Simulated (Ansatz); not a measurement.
# linear K chain: one chain at several levels of theory, part 3 of 3

Wanted: the relaxed geometry and the open channels of the linear K chain, by several methods.

Ansatz 0.2.0; DFT PBE, plane waves, PAW; relaxation of a chain's period (the session's first sound run).

So far, conductance of the lead as this run defines it (G₀): step 3 (bands of the perfect wire, level PBE, k-mesh 1×1×19) 1.000; step 5 (RPBE, another cell) 1.000.

### 6. Relaxing the period

This step: DFT LDA, plane waves, PAW; relaxation of a chain's period (Ansatz 0.2.0).

The relaxation is repeated under another functional. LDA has no gradient terms and tends to overbind, so it marks the short end of the likely bond lengths.

input.yaml reads:

```yaml
crystal:
  lattice:
    - [12.0, 0.0, 0.0]
    - [0.0, 12.0, 0.0]
    - [0.0, 0.0, 3.7758]
  atoms:
    - { symbol: K, position: [0.5, 0.5, 0.0], spin: 0.5 }
magnetization:
  spin_polarized: true
kpoints:
  mp_grid: { grid: [1, 1, 22] }
scf:
  occupations: { method: fermi_dirac, width: 0.05 }
hamiltonian:
  xc: lda
relax:
  cell: { fix: [a, b, alpha, beta, gamma] }
  max_steps: 60
```

The run is started by

```bash
$ ansatz run input.yaml --threads 4 --pin off --max-ram 16384MiB --backend cpu --events-out ev --progress --plain --runs-dir out
```

Numbers of over 12 decimals in the logs are rounded to 6 here.

Output:

```text
[...]
Crystal: 1 atoms, lattice volume = 543.715 Å³
Basis set: ecut = 420 eV, 10621 PW (Γ)
Bands: 9, of which v1, the nominal top of the filled ones, is band 5 counted from 1 (4 counted from 0)
Symmetry: 16 space group operations
[...]
k-points: 12 of 22
[...]
Starting moments: Σ|m| = 0.5 μB on 1 of 1 site
[...]
-0.009104       0.000000       0.000000
        0.000000      -0.009104       0.000000
        0.000000       0.000000       0.006071
  P = ⅓ Tr σ = -0.0040 GPa (-0.040 kbar)
--- Relaxed structure (4 steps of the walk, 4 accepted, 1 SCFs on fresh bases) ---
[...]
cell:  # Å, volume = 580.1551 Å³
    - [12.0, 0.0, 0.0]
    - [0.0, 12.0, 0.0]
    - [0.0, 0.0, 4.028855]
  atoms:
    - { symbol: K, position: [0.5, 0.5, 0.0] }
[key lines of the parts left out:]
SCF converged after 5 iterations
Magnetization: -0.0000 μB (4.5000 up, 4.5000 down)
Free energy (F): -1495.701520 eV
Fermi energy:    -2.010249 eV
```

Wall time 7.6 s (4 threads of Arm Neoverse V2, shared host); peak memory 0.6 GiB.

The steps of the relaxation:

```
step  energy less that of the first step (eV)  largest force component (eV/Å)  pressure (GPa)  volume (Å³)
   1                                   0.0000                          0.0000            0.04       543.72
   2                                  -0.0020                          0.0000            0.04       545.98
   3                                  -0.0151                          0.0000            0.00       572.49
   4                                  -0.0159                          0.0000            0.00       580.16
  5*                                  -0.0160                          0.0000            0.00       580.16
```

Relaxation steps marked * repeat the geometry before them on a plane-wave basis chosen anew for their cell, so energy and pressure can jump there.

```
cell as run  before  after  change
      c (Å)   3.776  4.029  +6.7 %
```

Final coordinates:

```xyz
1
Lattice="12.0000 0.0000 0.0000 0.0000 12.0000 0.0000 0.0000 0.0000 4.0289" Properties=species:S:1:pos:R:3
K     6.0000    6.0000    0.0000
```

The cell's length comes to 4.029 Å, -4.7 % against the first run, with no moment.

The cell grew by 6.7 % in its periodic edges.

### 7. Bands of the perfect wire, level LDA, k-mesh 1×1×20

This step: DFT LDA, plane waves, PAW; channels and complex bands of a perfect chain (Ansatz 0.2.0).

The channels are counted again under LDA, at the period that it gave.

input.yaml reads:

```yaml
crystal:
  lattice:
    - [12.0, 0.0, 0.0]
    - [0.0, 12.0, 0.0]
    - [0.0, 0.0, 4.02885458]
  atoms:
    - { symbol: K, position: [0.5, 0.5, 0.0] }
kpoints:
  mp_grid: { grid: [1, 1, 20] }
  band_path: { path: ["Γ", Z], npoints: 60 }
scf:
  occupations: { method: fermi_dirac, width: 0.05 }
hamiltonian:
  xc: lda
output:
  transmission:
    e_range: [-2, 2]
    de: 0.035
    kmesh: [1, 1]
    reduced_basis: true
    leads: [[0, 0]]
  dos: { projected: true, e_range: [-6, 4] }
```

Output:

```text
[...]
Crystal: 1 atoms, lattice volume = 580.155 Å³
Basis set: ecut = 420 eV, 11341 PW (Γ)
Bands: 9, of which v1, the nominal top of the filled ones, is band 5 counted from 1 (4 counted from 0)
Symmetry: 16 space group operations
[...]
k-points: 11 of 20
[...]
Fermi energy:    -2.014713 eV
[...]
--- Band table (eV; the first three rows and the last of 11) ---
[...]
--- Transmission ---
  basis      : 1265 plane waves across, 5 finite elements along
  points     : 1, standing for a mesh of 1 x 1
[...]
crystal 0  : K1, at the sites [0, 0], period 4.0289 Å: whole cells are its period
[...]
filled         : 0.2 meV over the level at which it is neutral
    channels       : 1.000000e0 a spin
[...]
[key lines of the parts left out:]
SCF converged after 6 iterations
Free energy (F): -1495.700705 eV
```

Wall time 31 s (4 threads); peak memory 0.95 GiB; 1.7 min of CPU time.

Open channels of the lead, one spin against energy, zero at the Fermi level:

```
energy (eV)  open channels of the lead, one spin
     -0.810                                    0
     -0.600                                    1
     -0.390                                    1
     -0.215                                    1
     -0.005                                    1
      0.205                                    1
      0.415                                    1
      0.590                                    1
      0.800                                    1
      1.010                                    1
      1.185                                    1
      1.395                                    3
      1.605                                    3
      1.815                                    2
```

At the computed energy nearest the Fermi level there are 1 channel a spin, and the thermal average gives 1.000 G₀.

### 8. Relaxation of atoms and period

This step: DFT PBEsol, plane waves, PAW; relaxation of a chain's period (Ansatz 0.2.0).

The relaxation is repeated under another functional. PBEsol weakens PBE's gradient terms and usually lands between LDA and PBE.

input.yaml reads:

```yaml
crystal:
  lattice:
    - [12.0, 0.0, 0.0]
    - [0.0, 12.0, 0.0]
    - [0.0, 0.0, 3.7758]
  atoms:
    - { symbol: K, position: [0.5, 0.5, 0.0], spin: 0.5 }
magnetization:
  spin_polarized: true
kpoints:
  mp_grid: { grid: [1, 1, 22] }
scf:
  occupations: { method: fermi_dirac, width: 0.05 }
hamiltonian:
  xc: pbesol
relax:
  cell: { fix: [a, b, alpha, beta, gamma] }
  max_steps: 60
```

Output:

```text
[...]
Crystal: 1 atoms, lattice volume = 543.715 Å³
Basis set: ecut = 420 eV, 10621 PW (Γ), exchange–correlation on 162×162×54 points (8 copies of the dense FFT grid, shifted against one another)
Bands: 9, of which v1, the nominal top of the filled ones, is band 5 counted from 1 (4 counted from 0)
Symmetry: 16 space group operations
[...]
-0.009400       0.000000       0.000000
        0.000000      -0.009400       0.000000
        0.000000       0.000000       0.004137
  P = ⅓ Tr σ = -0.0049 GPa (-0.049 kbar)
--- Relaxed structure (5 steps of the walk, 5 accepted, 1 SCFs on fresh bases) ---
[...]
cell:  # Å, volume = 602.5537 Å³
    - [12.0, 0.0, 0.0]
    - [0.0, 12.0, 0.0]
    - [0.0, 0.0, 4.184400]
  atoms:
    - { symbol: K, position: [0.5, 0.5, 0.0] }
[key lines of the parts left out:]
SCF converged after 6 iterations
Magnetization: -0.0000 μB (4.5000 up, 4.5000 down)
Free energy (F): -1515.496806 eV
Fermi energy:    -1.904252 eV
```

Elapsed: 12 s, on 4 threads; peak memory 0.7 GiB; 46 s of CPU time.

The steps of the relaxation:

```
step  energy less that of the first step (eV)  largest force component (eV/Å)  pressure (GPa)  volume (Å³)
   1                                   0.0000                          0.0000            0.07       543.72
   2                                  -0.0046                          0.0000            0.06       547.18
   3                                  -0.0288                          0.0000            0.02       573.68
   4                                  -0.0366                          0.0000            0.00       596.17
   5                                  -0.0370                          0.0000           -0.01       602.55
  6*                                  -0.0372                          0.0000            0.00       602.55
```

Relaxation steps marked * repeat the geometry before them on a plane-wave basis chosen anew for their cell, so energy and pressure can jump there.

```
cell as run  before  after   change
      c (Å)   3.776  4.184  +10.8 %
```

Final coordinates:

```
K
1.0
    12.00000    0.00000    0.00000
     0.00000   12.00000    0.00000
     0.00000    0.00000    4.18440
K
1
Direct
  0.50000 0.50000 0.00000
```

The cell's length comes to 4.184 Å, -1.0 % against the first run, with no moment.

The cell grew by 10.8 % in its periodic edges.

### 9. The perfect wire, level PBEsol, k-mesh 1×1×20

This step: DFT PBEsol, plane waves, PAW; channels and complex bands of a perfect chain (Ansatz 0.2.0).

The channels are counted again under PBEsol, at the period that it gave.

input.yaml reads:

```yaml
crystal:
  lattice:
    - [12.0, 0.0, 0.0]
    - [0.0, 12.0, 0.0]
    - [0.0, 0.0, 4.1844004475]
  atoms:
    - { symbol: K, position: [0.5, 0.5, 0.0] }
kpoints:
  mp_grid: { grid: [1, 1, 20] }
  band_path: { path: ["Γ", Z], npoints: 60 }
scf:
  occupations: { method: fermi_dirac, width: 0.05 }
hamiltonian:
  xc: pbesol
output:
  transmission:
    e_range: [-2, 2]
    de: 0.035
    kmesh: [1, 1]
    reduced_basis: true
    leads: [[0, 0]]
  dos: { projected: true, e_range: [-6, 4] }
```

Output:

```text
[...]
Crystal: 1 atoms, lattice volume = 602.554 Å³
Basis set: ecut = 420 eV, 11741 PW (Γ)
Bands: 9, of which v1, the nominal top of the filled ones, is band 5 counted from 1 (4 counted from 0)
Symmetry: 16 space group operations
[...]
k-points: 11 of 20
[...]
Fermi energy:    -1.908117 eV
[...]
--- Band table (eV; the first three rows and the last of 11) ---
[...]
--- Transmission ---
  basis      : 1265 plane waves across, 6 finite elements along
  points     : 1, standing for a mesh of 1 x 1
[...]
crystal 0  : K1, at the sites [0, 0], period 4.1844 Å: whole cells are its period
[...]
filled         : 0.5 meV over the level at which it is neutral
    channels       : 1.000000e0 a spin
[...]
[key lines of the parts left out:]
SCF converged after 6 iterations
Free energy (F): -1515.496316 eV
```

The job ended after 47 s (4 threads; peak memory 1.1 GiB).

At the computed energy nearest the Fermi level there are 1 channel a spin, and the thermal average gives 1.000 G₀.

### 10. Side by side

Times are for 4 threads of Arm Neoverse V2, shared host. The runs compared:

```
no.   level  conductance of the lead as this run defines it (G₀)  time  memory (GiB)
  1     PBE                                               1.0000  47 s           1.1
  2    RPBE                                               1.0000  48 s           1.1
  3     LDA                                               1.0000  31 s          0.95
  4  PBEsol                                               1.0000  47 s           1.1
```

The runs together. Table of open channels of the lead by energy, zero at the Fermi level:

```
energy (eV)  PBE  RPBE  LDA  PBEsol
    -0.7400    0     0    0       0
    -0.4950    1     1    1       1
    -0.2500    1     1    1       1
    -0.0050    1     1    1       1
     0.2400    1     1    1       1
     0.4850    1     1    1       1
     0.7650    1     1    1       1
     1.0100    1     1    1       1
     1.2550    3     3    1       3
     1.5000    2     2    3       2
     1.7450    2     4    2       2
```

### 11. Relaxation of atoms and period, cutoff 690 eV

This step: DFT PBE, plane waves, PAW (JTH); relaxation of a chain's period (Ansatz 0.2.0).

The same functional on other atomic datasets tests how far the result hangs on the treatment of the cores. Against the first PBE run of this kind, the cutoff is 690 eV against 420.

input.yaml reads:

```yaml
crystal:
  lattice:
    - [12.0, 0.0, 0.0]
    - [0.0, 12.0, 0.0]
    - [0.0, 0.0, 3.7758]
  atoms:
    - { symbol: K, position: [0.5, 0.5, 0.0], spin: 0.5 }
magnetization:
  spin_polarized: true
kpoints:
  mp_grid: { grid: [1, 1, 22] }
scf:
  occupations: { method: fermi_dirac, width: 0.05 }
hamiltonian:
  xc: pbe
  pseudopotentials: { kind: paw, source: jth }
relax:
  cell: { fix: [a, b, alpha, beta, gamma] }
  max_steps: 60
```

Output:

```text
[...]
-0.009861       0.000000       0.000000
        0.000000      -0.009861       0.000000
        0.000000       0.000000       0.005329
  P = ⅓ Tr σ = -0.0048 GPa (-0.048 kbar)
--- Relaxed structure (5 steps of the walk, 5 accepted, 1 SCFs on fresh bases) ---
[...]
cell:  # Å, volume = 608.5232 Å³
    - [12.0, 0.0, 0.0]
    - [0.0, 12.0, 0.0]
    - [0.0, 0.0, 4.225856]
  atoms:
    - { symbol: K, position: [0.5, 0.5, 0.0] }
[key lines of the parts left out:]
SCF converged after 8 iterations
Magnetization: -0.0000 μB (4.5000 up, 4.5000 down)
Free energy (F): -1537.100751 eV
Fermi energy:    -1.909687 eV
```

It took 25 s on 4 threads; peak memory 1.2 GiB.

The cell's length comes to 4.226 Å, -0.0 % against the first run, with no moment.

### 12. Relaxing the period

This step: DFT PBE, plane waves, PAW; relaxation of a chain's period (Ansatz 0.2.0).

No moment formed, so a run without spin should agree; this checks it and saves time.

input.yaml, the sections that differ from step 11:

```yaml
crystal:
  lattice:
    - [12.0, 0.0, 0.0]
    - [0.0, 12.0, 0.0]
    - [0.0, 0.0, 3.7758]
  atoms:
    - { symbol: K, position: [0.5, 0.5, 0.0] }
hamiltonian:
  xc: pbe
# kpoints, scf, relax: as in step 11
# magnetization: removed
```

Output:

```text
[...]
Crystal: 1 atoms, lattice volume = 543.715 Å³
Basis set: ecut = 420 eV, 10621 PW (Γ), exchange–correlation on 162×162×54 points (8 copies of the dense FFT grid, shifted against one another)
Bands: 9, of which v1, the nominal top of the filled ones, is band 5 counted from 1 (4 counted from 0)
Symmetry: 16 space group operations
[...]
k-points: 12 of 22
[...]
--- Stress (GPa, compression-positive) ---
       -0.009859       0.000000       0.000000
        0.000000      -0.009859       0.000000
        0.000000       0.000000       0.005235
  P = ⅓ Tr σ = -0.0048 GPa (-0.048 kbar)
--- Relaxed structure (5 steps of the walk, 5 accepted, 1 SCFs on fresh bases) ---
[...]
cell:  # Å, volume = 608.5244 Å³
    - [12.0, 0.0, 0.0]
    - [0.0, 12.0, 0.0]
    - [0.0, 0.0, 4.225864]
  atoms:
    - { symbol: K, position: [0.5, 0.5, 0.0] }
[key lines of the parts left out:]
SCF converged after 5 iterations
Free energy (F): -1537.308403 eV
Fermi energy:    -1.910710 eV
```

It took 5 s on 4 threads; peak memory 0.61 GiB; 18 s of CPU time.

The cell's length comes to 4.226 Å, +0.0 % against the first run, with spin left out.

### 13. The series together

Times are for 4 threads of Arm Neoverse V2, shared host. The runs compared:

```
no.           level  cell length along the wire (Å)   time  memory (GiB)
  1             PBE                           4.226   12 s          0.70
  2            RPBE                           4.365   16 s          0.73
  3             LDA                           4.029  7.6 s          0.60
  4          PBEsol                           4.184   12 s           0.7
  5  PBE, JTH files                           4.226   25 s           1.2
  6    PBE, no spin                           4.226    5 s          0.61
```

### 14. The same system on other settings

This step: DFT PBE, plane waves, PAW; channels and complex bands of a perfect chain; changed: output.transmission.kpoints = [[0, 0]], output.transmission.kmesh = [4, 4], scf.max_iter = 75 (Ansatz 0.2.0).

The input of the run on the perfect lead (PBE) is made doubtful on purpose. The ELF is not written this time.

input.yaml reads:

```yaml
crystal:
  lattice:
    - [12.0, 0.0, 0.0]
    - [0.0, 12.0, 0.0]
    - [0.0, 0.0, 4.2258564571]
  atoms:
    - { symbol: K, position: [0.5, 0.5, 0.0] }
kpoints:
  mp_grid: { grid: [1, 1, 19] }
  band_path: { path: ["Γ", Z], npoints: 60 }
scf:
  occupations: { method: fermi_dirac, width: 0.05 }
  max_iter: 75
hamiltonian:
  xc: pbe
output:
  transmission:
    e_range: [-2, 2]
    de: 0.035
    kmesh: [4, 4]
    reduced_basis: true
    leads: [[0, 0]]
    kpoints: [[0, 0]]
  dos: { projected: true, e_range: [-6, 4] }
  write_potential: true
  write_density: true
  volumetric_format: npy
```

Output:

```text
Error: inconsistent input (output.transmission.kmesh, output.transmission.kpoints): both name the wavevectors across the current: give one
```

It took 0.04 s on 4 threads; peak memory 0.067 GiB.

The input was rejected at the start.

The program's message: “Error: inconsistent input (output.transmission.kmesh, output.transmission.kpoints): both name the wavevectors across the current: give one”

The change that led to it: output.transmission.kpoints = [[0, 0]] and output.transmission.kmesh = [4, 4].

### 15. What came out

| Property | Result |
| --- | --- |
| cell length, PBE | 4.226 Å |
| cell length, RPBE | 4.365 Å |
| cell length, LDA | 4.029 Å |
| cell length, PBEsol | 4.184 Å |
| cell length, PBE, JTH files | 4.226 Å |
| cell length, PBE, no spin | 4.226 Å |
| conductance, PBE | 1.000 G₀ |
| conductance, RPBE | 1.000 G₀ |
| conductance, LDA | 1.000 G₀ |
| conductance, PBEsol | 1.000 G₀ |

**Reading.** Under PBE the cell's length is 4.23 Å, no moment survives, and it is a metal with 1 channel a spin next to the Fermi level, 1.000 G₀ at 300 K. The cell's length spans 8.4 % over the functionals, shortest under LDA and longest under RPBE. A perfect wire passes every open channel, so the conductance counts half a G₀ for each forward-moving state at the Fermi level, spin by spin. Transport is coherent and elastic here: the atoms are frozen, so scattering by vibrations plays no part. The lead's cell of one atom keeps the chain straight and evenly spaced; a zigzag or dimerised form may lie lower.

[Logs are printed without paths, hosts, clocks, repeated set-up lines and the standing remarks that a program may print on its own settings, such as how far it seeks lower states.]

[Hosts, paths, dates, database ids (printed as entryN), source tags and the programs' standing remarks are cut or masked in the printed files.]
